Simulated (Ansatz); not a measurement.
Sb: one input, then a changed one

The cell is COD entry 9013008, as deposited and not checked against the literature; nothing was relaxed.

First run: DFT, PBE, all-electron LAPW, non-relativistic (Ansatz 0.2.0).

Command: `ansatz run input.yaml --threads 1 --pin off --max-ram 2048MiB --backend cpu --events-out ev --progress --plain --runs-dir out` The run took 11 s on 1 thread of AMD EPYC 7R43 64-Core Processor (Zen 3) (shared host), peak memory 0.29 GiB.

```yaml
crystal:
  lattice:
    - [3.16, 0.0, 0.0]
    - [0.0, 3.16, 0.0]
    - [0.0, 0.0, 3.16]
  atoms:
    - { symbol: Sb, position: [0.0, 0.0, 0.0] }
kpoints:
  mp_grid: { grid: [13, 13, 13] }
  band_path:
    path:
      - [0.0, 0.0, 0.0]
      - [0.0, 0.5, 0.0]
      - [0.5, 0.5, 0.0]
      - [0.0, 0.0, 0.0]
      - [0.5, 0.5, 0.5]
      - [0.0, 0.5, 0.0]
      - [0.5, 0.5, 0.5]
      - [0.5, 0.5, 0.0]
    npoints: 5
scf:
  occupations: { method: fermi_dirac, width: 0.05 }
hamiltonian:
  xc: pbe
  pseudopotentials:
    kind: all_electron
    lapw: { basis_error: 0.001 }
    relativity: none
output:
  forces: true
  stress: true
  eigenvalues: true
```

Result: converged; pressure -2.51 GPa; 6 SCF iterations.

No spin–orbit coupling, which matters for the heavy atoms here.

The input is then changed:

```diff
@@ -7,5 +7,5 @@
     - { symbol: Sb, position: [0.0, 0.0, 0.0] }
 kpoints:
-  mp_grid: { grid: [13, 13, 13] }
+  mp_grid: { grid: [20, 20, 20] }
   band_path:
     path:
```

What does the second run give?

It converged; energy at zero smearing +9.1 meV/atom from the first run; pressure -2.63 GPa; 6 SCF iterations.
